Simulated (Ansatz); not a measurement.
## Effect of isotropic strain −1.45 % on GeO2

The parent structure is GeO$_{2}$ (space group P3_121, No. 152; a = 5.093 Å, c = 5.768 Å).

Modification: every lattice vector is shortened by 1.45 %; the atoms relax in the strained cell.

Computed with Kohn–Sham DFT with the PBE functional, run in Ansatz (a quantum-chemistry and plane-wave program) with PAW and 420 eV plane waves, scalar-relativistic without spin-orbit coupling. k-mesh 8×8×6 (Γ-centred); smearing 0.05 eV (Fermi–Dirac).

```json
[
 {"quantity": "volume per atom", "base": "14.40 Å³", "changed": "13.78 Å³", "shift": "-0.62 Å³"},
 {"quantity": "space group", "base": "P3_121 (No. 152)", "changed": "P3_121 (No. 152)", "shift": "–"},
 {"quantity": "shortest interatomic distance", "base": "1.767 Å", "changed": "1.764 Å", "shift": "-0.0037 Å"},
 {"quantity": "energy relative to the base (free energy F)", "base": "0 meV/atom", "changed": "+3.4 meV/atom", "shift": "+3.4 meV/atom"},
 {"quantity": "pressure (mean of the normal stresses, compression positive)", "base": "0.00 GPa", "changed": "1.83 GPa", "shift": "+1.83 GPa"},
 {"quantity": "band gap (an upper bound: an edge found on the path is not a true extremum; the changed cell)", "base": "3.22 eV", "changed": "3.29 eV", "shift": "+0.07 eV"},
 {"quantity": "largest internal atomic displacement", "base": "–", "changed": "0.058 Å", "shift": "–"}
]
```

Final structure:

```
CELL_PARAMETERS angstrom
      5.01963     0.00000     0.00000
     -2.50982     4.34713     0.00000
      0.00000     0.00000     5.68412
ATOMIC_POSITIONS crystal
  Ge 0.44985 0.00000 0.83333
  Ge 0.00000 0.44985 0.16667
  Ge 0.55015 0.55015 0.50000
  O  0.39265 0.30512 0.74674
  O  0.69488 0.08753 0.08007
  O  0.91247 0.60735 0.41341
  O  0.08753 0.69488 0.91993
  O  0.30512 0.39265 0.25326
  O  0.60735 0.91247 0.58659
```

Cost of the whole job for the changed cell (relaxation, final SCF and bands): roughly 4 core-minutes.

Stability against distortions was not tested.
